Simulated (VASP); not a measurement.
Wanted: the native input for a VASP 6.6.1 run.

| Item | Value |
| --- | --- |
| Task | single point |
| Functional | LDA |
| Potentials or basis | VASP PAW LDA potentials, release 64 (Sn_d) |
| Cutoff | 520 eV |
| k mesh | 6 × 6 × 6 |
| Occupations | gaussian, width 0.03 eV |
| Spin | no spin polarisation |
| Further INCAR settings | ALGO = Normal; EDIFF = 1e-06; NBANDS = 21 |

The structure of Sn lies in POSCAR:

```
Sn
1.0
    0.0000000000      3.2333428000      3.2333428000
    3.2333428000      0.0000000000      3.2333428000
    3.2333428000      3.2333428000      0.0000000000
Sn
2
Direct
    0.0000000000      0.0000000000      0.0000000000
    0.2500000000      0.2500000000      0.2500000000
```

This isn't the form of Sn at room conditions, which is tetragonal (white tin).

One way to write it, as run:

INCAR

```
SYSTEM = Sn
PREC = Accurate
ENCUT = 520
EDIFF = 1E-6
ISMEAR = 0
SIGMA = 0.03
LREAL = .False.
LASPH = .True.
NELM = 80
ALGO = Normal
ISIF = 2
LWAVE = .False.
LCHARG = .False.
NBANDS = 21
KPAR = 4
```

KPOINTS

```
regular mesh
0
Gamma
  6 6 6
  0 0 0
```

Potentials or basis: VASP PAW LDA potentials, release 64 (Sn_d).

Run with:

```sh
$ cat potpaw_LDA.64/Sn_d/POTCAR > POTCAR
$ mpirun -np 4 vasp_std > vasp.out
```

Results of the run:

* Pressure: 0.2 GPa
* Band gap on the k mesh: none (metal or under the smearing width)

It took 4 s on 4 MPI ranks on Intel(R) Xeon(R) 6975P-C (Granite Rapids), on a shared host, peak memory 0.17 GiB a rank.
